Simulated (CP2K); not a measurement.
Runs of CP2K 2026.2 on Na. The structure is cubic, space group Im-3m (No. 229). Conventional cell: a = 4.282 Å, b = 4.282 Å, c = 4.282 Å, α = 90.00°, β = 90.00°, γ = 90.00°. Na (site symmetry m-3m) has 8 Na at 3.71 Å as nearest neighbours. 

| level | potentials or basis | smearing | EPS_DEFAULT | NGRIDS | basis sets | potentials | points a segment of the path (NPOINTS) | gap on the mesh (eV) | pressure (GPa) |
| --- | --- | --- | --- | --- | --- | --- | --- | --- | --- |
| LDA | GTH_POTENTIALS Na GTH-PADE-q9; TZVP-MOLOPT-PBE-GTH basis | fermi-dirac 0.05 eV | 1.0E-9 | 4 | Na TZVP-MOLOPT-PBE-GTH-q9 | Na GTH-PADE-q9 of GTH_POTENTIALS | 8 | none | -1.1 |
| PBE | POTENTIAL_UZH Na GTH-PBE-q9; TZVP-MOLOPT-PBE-GTH basis | fermi-dirac 0.1 eV | 1.0E-9 | 4 | Na TZVP-MOLOPT-PBE-GTH-q9 | Na GTH-PBE-q9 of POTENTIAL_UZH | 10 | none | -0.3 |
| PBEsol | POTENTIAL_UZH Na GTH-PBE-q9; TZVP-MOLOPT-PBE-GTH basis | fermi-dirac 0.1 eV | 1.0E-10 | 5 | Na TZVP-MOLOPT-PBE-GTH-q9 | Na GTH-PBE-q9 of POTENTIAL_UZH | 10 | none | (a) |
| r2SCAN | POTENTIAL_UZH Na GTH-SCAN-q9; TZVP-MOLOPT-SCAN-GTH basis | fermi-dirac 0.05 eV | 1.0E-9 | 5 | Na TZVP-MOLOPT-SCAN-GTH-q9 | Na GTH-SCAN-q9 of POTENTIAL_UZH | 10 | none | -0.3 |

Alike in all rows: task band structure; no spin polarisation; cell as given; k mesh 9 × 9 × 9.

**Question.** Fill in the values left out.

**Answer.** (a) -0.4.

Caveats: the basis of atomic orbitals isn't converged, which shifts pressures, moduli and gaps; the potentials were made for another functional, which shifts forces and pressure (some runs).

A gap of «none» marks a metal or a gap under the smearing width.
